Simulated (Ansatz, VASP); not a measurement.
One calculation of CO2, two programs

```
C O
1.0
     2.79557   -2.51334    0.00000
     2.79557    2.51334    0.00000
     0.00000    0.00000    6.74304
C O
2 4
Direct
  0.00000 0.00000 0.00000
  0.50000 0.50000 0.50000
  0.81328 0.18672 0.89662
  0.18672 0.81328 0.10338
  0.68672 0.31328 0.39662
  0.31328 0.68672 0.60338
```

Alike in both runs: functional PBE; dispersion D3(BJ); k mesh 6 × 6 × 4; occupations gaussian, width 0.02 eV; no spin polarisation.

Ansatz relaxed the structure, and its values are those at the end. VASP's run is a single point on that final structure, the one shown.

|  | VASP | Ansatz |
| --- | --- | --- |
| version | VASP 6.6.1 | Ansatz 0.2.0 |
| potentials or method | VASP PAW PBE potentials, release 64 (C, O) | scalar-relativistic, plane waves, PAW |
| plane-wave cutoff (eV) | 520 | 420 |
| valence electrons in the cell | 32 | 32 |

VASP gave:

* gap on the k mesh at the Fermi level (eV): 6.51
* least direct gap on the mesh (eV): 6.91
* pressure (GPa): 1.4
* rms of the force components (eV/Å): 0.298

**Question.** Estimate Ansatz's values.

**Answer.** gap on the k mesh at the Fermi level (eV): 6.53; least direct gap on the mesh (eV): 6.93; pressure (GPa): 0.0; rms of the force components (eV/Å): 0.000.

Caveats: the standard files for N, O and F lose accuracy on very short bonds. A k mesh can miss the band edges.
